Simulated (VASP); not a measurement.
Computed with revPBE GGA, VASP's PBE PAW potentials (set 64) (plane waves; VASP 6.6.1).

A VASP calculation is set up with these files.

**INCAR**
```
ALGO = Normal
EDIFF = 1E-6
ENCUT = 240
GGA = RE
ISIF = 2
ISMEAR = 0
LASPH = .TRUE.
LCHARG = .FALSE.
LREAL = .FALSE.
LWAVE = .FALSE.
NELM = 100
PREC = Accurate
SIGMA = 0.01
SYSTEM = MgF2
```

### KPOINTS
```
Automatic mesh
0
Gamma
1 1 1
0 0 0
```

### POSCAR
```
MgF2
4.6221230
  1.0000000000   0.0000000000   0.0000000000
  0.0000000000   1.0000000000   0.0000000000
  0.0000000000   0.0000000000   0.6603787913
Mg F
2 4
Direct
  0.5000000000   0.5000000000   0.5000000000
  0.0000000000   0.0000000000   0.0000000000
  0.6970800000   0.6970800000   0.0000000000
  0.3029200000   0.3029200000   0.0000000000
  0.8029200000   0.1970800000   0.5000000000
  0.1970800000   0.8029200000   0.5000000000
```

POTCAR, in this order: Mg F (PBE.64 set). Program: vasp_std.

Output

File OUTCAR:
```
 ion  position               nearest neighbor table
   1  0.500  0.500  0.500-   5 1.98   6 1.98   3 2.00   4 2.00   3 2.00   4 2.00   2 3.61   2 3.61
                             2 3.61   2 3.61   2 3.61   2 3.61   2 3.61   2 3.61
   2  0.000  0.000  0.000-   3 1.98   4 1.98   5 2.00   6 2.00   5 2.00   6 2.00   1 3.61   1 3.61
                             1 3.61   1 3.61   1 3.61   1 3.61   1 3.61   1 3.61
   3  0.697  0.697  0.000-   2 1.98   1 2.00   1 2.00
   4  0.303  0.303  0.000-   2 1.98   1 2.00   1 2.00
   5  0.803  0.197  0.500-   1 1.98   2 2.00   2 2.00
   6  0.197  0.803  0.500-   1 1.98   2 2.00   2 2.00
  LATTYP: Found a simple tetragonal cell.
 ALAT       =     4.6221230000
 C/A-ratio  =     0.6603787913
 Subroutine PRICEL returns:
 Original cell was already a primitive cell.
 Subroutine GETGRP returns: Found 16 space group operations
The static configuration has the point symmetry D_2h.
 The point group associated with its full space group is D_4h.
The dynamic configuration has the point symmetry D_2h.
 Subroutine INISYM returns: Found 16 space group operations
 Subroutine IBZKPT returns following result:
 Found      1 irreducible k-points:

 Following reciprocal coordinates:
            Coordinates               Weight
  0.000000  0.000000  0.000000      1.000000
...
```

**OSZICAR**
```
       N       E                     dE             d eps       ncg     rms          rms(c)
DAV:   1     0.912329871058E+02    0.91233E+02   -0.13496E+04    48   0.784E+02
DAV:   2    -0.236432648855E+02   -0.11488E+03   -0.97249E+02    44   0.219E+02
DAV:   3    -0.270158609392E+02   -0.33726E+01   -0.33679E+01    48   0.422E+01
DAV:   4    -0.270282416223E+02   -0.12381E-01   -0.12380E-01    44   0.266E+00
DAV:   5    -0.270283439336E+02   -0.10231E-03   -0.10231E-03    44   0.216E-01    0.126E+01
DAV:   6    -0.259974484260E+02    0.10309E+01   -0.31991E-01    40   0.436E+00    0.740E+00
DAV:   7    -0.260635533966E+02   -0.66105E-01   -0.44901E-01    40   0.484E+00    0.807E-01
DAV:   8    -0.260637844146E+02   -0.23102E-03   -0.12302E-01    48   0.235E+00    0.564E-01
DAV:   9    -0.260599125663E+02    0.38718E-02   -0.16966E-02    40   0.881E-01    0.127E-01
DAV:  10    -0.260602572167E+02   -0.34465E-03   -0.11452E-03    40   0.261E-01    0.243E-02
DAV:  11    -0.260602795506E+02   -0.22334E-04   -0.38291E-05    48   0.428E-02    0.553E-03
DAV:  12    -0.260602828137E+02   -0.32631E-05   -0.22909E-06    48   0.137E-02    0.227E-03
DAV:  13    -0.260602828667E+02   -0.52961E-07   -0.62208E-07    24   0.590E-03
   1 F= -.26060283E+02 E0= -.26060283E+02  d E =-.106974E-21
```

### OUTCAR
```
------------------------ aborting loop because EDIFF is reached ----------------------------------------
  FORCE on cell =-STRESS in cart. coord.  units (eV):
  Direction    XX          YY          ZZ          XY          YZ          ZX
  --------------------------------------------------------------------------------------
  Total      -82.2930418    -82.2930418    -69.8982295      0.0000000      0.0000000      0.0000000
  in kB    -2021.8833030  -2021.8833030  -1717.3513099      0.0000000      0.0000000      0.0000000
  external PRESSURE =   -1920.3726386 kB  Pullay stress =       0.0000000 kB
  volume of cell :       65.21
      direct lattice vectors                 reciprocal lattice vectors
     4.622123000  0.000000000  0.000000000     0.216350798  0.000000000  0.000000000
     0.000000000  4.622123000  0.000000000     0.000000000  0.216350798  0.000000000
     0.000000000  0.000000000  3.052352000     0.000000000  0.000000000  0.327616212
 POSITION                                       TOTAL-FORCE (eV/Angst)
 -----------------------------------------------------------------------------------
      2.31106      2.31106      1.52618        -0.000000      0.000000      0.000000
      0.00000      0.00000      0.00000        -0.000000      0.000000      0.000000
      3.22199      3.22199      0.00000        -0.420598     -0.420598      0.000000
      1.40013      1.40013      0.00000         0.420598      0.420598     -0.000000
      3.71119      0.91093      1.52618         0.420598     -0.420598      0.000000
      0.91093      3.71119      1.52618        -0.420598      0.420598     -0.000000
 -----------------------------------------------------------------------------------
    total drift:                                0.000000     -0.000000     -0.000000
  FREE ENERGIE OF THE ION-ELECTRON SYSTEM (eV)
  ---------------------------------------------------
  free  energy   TOTEN  =       -26.0602828667 eV

  energy  without entropy=      -26.0602828667  energy(sigma->0) =      -26.06028287
```
(Selected blocks of OUTCAR.)

At this cut-off the stress carries a Pulay error, which pulls relaxed volumes low.

The structure comes from a computed database's MgF2 entry; how it stands against other phases isn't given here. The cell was not relaxed at this level. The k-mesh is coarse (spacing up to 2.06 per Å, 2π included), so the numbers may not be converged in it. The run is one of a series of settings (ENCUT = 240, KPOINTS 1×1×1 Γ-centred mesh against the base run), some of them coarse on purpose.
